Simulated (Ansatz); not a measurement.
# Li: computed properties

These are results of Ansatz 0.2.0, DFT PBE, scalar-relativistic, plane waves, PAW, not measurements.

Plane waves to 420 eV, a k mesh through Γ of 12×12×14 on the computed 3-atom cell and Gaussian smearing (0.10 eV); no spin polarisation.

The structure is relaxed at this level of theory with its symmetry kept. This form isn't the element's structure at ambient conditions.

It takes space group P6/mmm (No. 191, hexagonal). Conventional cell: a = 4.924 Å, b = 4.924 Å, c = 2.894 Å, α = 90.00°, β = 90.00°, γ = 120.00°. Li (site symmetry 6/mmm) is surrounded by 14 Li at 2.89 to 3.19 Å. Li (site symmetry -6m2) is surrounded by 11 Li at 2.84 to 3.19 Å.

```json
{
 "Volume per atom": "20.26 Å³",
 "Formation energy from the elements' standard states (uncorrected)": "+0.011 eV/atom",
 "Kohn–Sham band gap": "none (metal)",
 "Density of states at the Fermi level": "1.37 states/eV per cell",
 "Bulk modulus": "13.7 GPa",
 "Its pressure derivative": "3.4"
}
```

Cost: 9 runs of about 4.9 core-minutes in all, on Arm Neoverse V2 (shared hosts).